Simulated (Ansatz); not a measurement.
Method: DFT PBE, scalar-relativistic, plane waves, PAW in Ansatz 0.2.0. Settings: cutoff 420 eV, Γ-centred meshes spaced at most about 0.3 Å⁻¹, and about 0.25 Å⁻¹ or finer for metals (2π included), Gaussian smearing. No spin polarisation.

These are static total energies at zero pressure.

Question: Order these relaxed structures of Si5N by energy, lowest first, with the energy over the lowest of them.
A.

```
CELL_PARAMETERS angstrom
3.62371 -3.09729 0.00000
3.62371 3.09729 0.00000
-0.32309 0.00000 4.46572
ATOMIC_POSITIONS crystal
Si 0.45283 0.97033 0.07004
Si 0.97033 0.45283 0.07004
Si 0.16193 0.78364 0.39485
Si 0.78364 0.16193 0.39485
Si 0.50858 0.50858 0.75002
N 0.28361 0.28361 0.89655
```

B.

```
CELL_PARAMETERS angstrom
5.76614 -1.37365 0.00000
5.76614 1.37365 0.00000
-1.80742 0.00000 5.62957
ATOMIC_POSITIONS crystal
Si 0.98682 0.98682 0.04633
Si 0.32669 0.32669 0.42263
Si 0.01129 0.01129 0.66065
Si 0.65750 0.65750 0.50740
Si 0.28740 0.28740 0.98866
N 0.56363 0.56363 0.20766
```

C.

```
CELL_PARAMETERS angstrom
3.70969 0.00000 0.00000
-1.85484 3.21268 0.00000
0.00000 0.00000 8.61057
ATOMIC_POSITIONS crystal
Si 0.33333 0.66667 0.31057
Si 0.33333 0.66667 0.58482
Si 0.66667 0.33333 0.68470
Si 0.66667 0.33333 0.95927
Si 0.00000 0.00000 0.21093
N 0.00000 0.00000 0.99971
```

Answer: A (0 meV/atom), C (72 meV/atom), B (98 meV/atom). Forms: A Cm; C P3m1; B Cm. Counting Si atoms around N (those within 1.25 times the shortest such distance or 1.15 times the sum of covalent radii; a plus sign parts nearer from farther groups): A has N 3; C has N 1+3; B has N 3. A holds Si–Si bonds in all directions (shortest 2.34 Å); C holds Si–Si nets (shortest 2.31 Å); B holds Si–Si bonds in all directions (shortest 2.38 Å). All come from invented guesses. The lowest form computed isn't among them: it has space group P1 (No. 1), 16.6 Å³/atom and lies 134 meV/atom below the best shown. Even the lowest of the cells shown lies +0.12 eV/atom against the elements.

For metals, differences of a few meV/atom aren't resolved. Cells relaxed within their symmetry can be saddle points. Some candidate types were left out of the draw beforehand, so a known form may be missing.
